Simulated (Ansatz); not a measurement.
# Ni: the order of phases at one pressure

Aim: bring Ni in several structures (fcc, bcc, hcp, diamond, sc, omega) to one pressure and rank them by enthalpy. The pressure is set by scaling the first phase. Methods of the runs shown: LAPW. Companion runs by PAW are cited.

Program: Ansatz 0.2.0. Level of theory: DFT, PBE, all-electron LAPW, scalar-relativistic. These are calculated values, not measurements.

## Step 1: The system as given

The structure is cubic, space group Fm-3m (No. 225). The conventional cell has a = 2.639 Å, b = 2.639 Å, c = 2.639 Å, α = 90.00°, β = 90.00°, γ = 90.00°. Ni (site symmetry m-3m) has 12 Ni at 1.87 Å as nearest neighbours.

As a file:

```cif
data_structure
_symmetry_space_group_name_H-M 'P 1'
_symmetry_Int_Tables_number 1
_cell_length_a 1.8657
_cell_length_b 1.8657
_cell_length_c 1.8657
_cell_angle_alpha 60.000
_cell_angle_beta 60.000
_cell_angle_gamma 60.000
_cell_volume 4.59
loop_
_atom_site_label
_atom_site_type_symbol
_atom_site_fract_x
_atom_site_fract_y
_atom_site_fract_z
_atom_site_occupancy
Ni1 Ni 0.00000 0.00000 0.00000 1
```

## Step 2: Fcc relaxed under pressure, LAPW

input.yaml reads:

```yaml
crystal:
  lattice:
    - [0.0, 1.3192515359, 1.3192515359]
    - [1.3192515359, 0.0, 1.3192515359]
    - [1.3192515359, 1.3192515359, 0.0]
  atoms:
    - { symbol: Ni, position: [0.0, 0.0, 0.0], spin: 1.0 }
magnetization:
  spin_polarized: true
kpoints:
  mp_grid: { grid: [25, 25, 25] }
scf:
  occupations: { method: fermi_dirac, width: 0.1 }
hamiltonian:
  xc: pbe
  pseudopotentials: { kind: all_electron, lapw: { basis_error: 0.0005 } }
output:
  forces: true
  stress: true
  eigenvalues: true
relax:
  f_tol: 0.005
  max_steps: 12
  cell: { p_target: 1300.0, stress_tol: 0.65 }
```

Started as:

```sh
ansatz run input.yaml --threads 2 --pin off --max-ram 7168MiB --backend cpu --events-out ev --progress --plain --runs-dir out
```

The runs that follow: Bcc relaxed under pressure, LAPW; Hcp relaxed under pressure, LAPW; Diamond relaxed under pressure, LAPW; Sc relaxed under pressure, LAPW; Omega relaxed under pressure, LAPW.

Q: Predict the outcome of this session. Wanted: pressure; lowest (for each run or level that gives them).

As calculated:

```
     quantity                         value
     pressure                      1300 GPa
lowest (LAPW)  fcc, 77.1 meV/atom under hcp
 lowest (PAW)  fcc, 77.1 meV/atom under hcp
```

What this shows: By LAPW the order is fcc < hcp < bcc < omega < sc < diamond. By PAW the order is fcc < hcp < bcc < omega < sc < diamond. The methods agree on the lowest phase. Only these structures were tried, with electrons smeared by 0.1 eV and without vibrations, so the true ground state may be another. The k meshes differ between phases and weren't tested, which can move differences by some meV.
